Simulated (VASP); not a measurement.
# AlAs: electrostatic potential with PBE+D3(BJ)

The system is AlAs.

```
CELL_PARAMETERS angstrom
0.00000 2.83465 2.83465
2.83465 0.00000 2.83465
2.83465 2.83465 0.00000
ATOMIC_POSITIONS crystal
Al 0.00000 0.00000 0.00000
As 0.25000 0.25000 0.25000
```

The cell was built by a generator and needn't be a form met in nature.

| Item | Value |
| --- | --- |
| Program | VASP 6.6.1 |
| Task | electrostatic potential |
| Functional | PBE |
| Dispersion | D3(BJ) |
| Potentials or basis | VASP PAW PBE potentials, release 64 (Al, As) |
| Cutoff | 520 eV |
| k mesh | 10 × 10 × 10 |
| Occupations | gaussian, width 0.02 eV |
| Spin | no spin polarisation |
| Further INCAR settings | ALGO = Normal; EDIFF = 1e-07 |

The pressure is 0.0 GPa and the band gap on the k mesh is 1.44 eV, indirect (least direct gap 2.03 eV). The dispersion energy per atom is -0.316 eV.

Levels at points of the mesh, in eV from the valence-band top:
```csv
k point,band 1,band 2,band 3,band 4,band 5,band 6,band 7,band 8
"(0.00, 0.00, 0.00)",-11.84,0.00,0.00,0.00,2.03,4.28,4.28,4.28
"(0.50, 0.00, 0.00)",-10.43,-5.55,-0.82,-0.82,2.13,4.68,4.68,7.74
"(0.50, 0.50, 0.00)",-9.88,-5.42,-2.16,-2.16,1.44,2.29,10.30,10.30
```

Run time: 11 s on 1 thread of AMD EPYC 9R14 (Zen 4), with other jobs on the host, peak memory 0.15 GiB.

A k mesh can miss the band edges.
